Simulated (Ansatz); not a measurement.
**Sb: a prediction, then the measurements**

Computed with DFT PBE, scalar-relativistic, plane waves, PAW in Ansatz.

Settings: cutoff 420 eV, Γ-centred mesh 18×18×18 on the computed 2-atom cell, Gaussian smearing of 0.10 eV; no spin polarisation.

Relaxed structure:

```xyz
2
Lattice="2.1872 1.2628 3.8467 -2.1872 1.2628 3.8467 0.0000 -2.5256 3.8467" Properties=species:S:1:pos:R:3 pbc="T T T"
Sb    0.0000    0.0000    2.6858
Sb    0.0000    0.0000    8.8541
```

| Property | Result |
| --- | --- |
| Space group | R-3m (No. 166) |
| Volume per atom | 31.87 Å³ |
| Energy over the standard state (uncorrected) | 0.000 eV/atom |
| Kohn–Sham band gap | none (metal) |
| Density of states at the Fermi level | 0.1 states/eV per cell |
| Orbital (Löwdin) character within 0.5 eV of the Fermi level | Sb 5p 82 %, Sb 5s 14 % |
| Bulk modulus | 29 GPa |
| Its pressure derivative | 7.8 |
| Bader charge by site (e) | Sb (2 in the cell) 0.00 |

Spin-orbit coupling is left out, which matters for the bands of heavy elements.

**Against measurements.**

A measured lattice constant a of Sb is 4.3007 Å (4 K; quoted in “Effect of pressure on the Raman modes of antimony”, 2006, arxiv:cond-mat/0608676); the calculated 4.374 Å exceeds it by 1.7 %. Measured lattice constant c of Sb: 11.2516 Å (a printed reference work (data compilation)). This calculation gives 11.540 Å (+2.6 %). The calculation is for 0 K without zero-point motion.

The cell was found from a structure generator's guess, not taken from experiment. Löwdin shares on free-atom orbitals overweight diffuse shells.
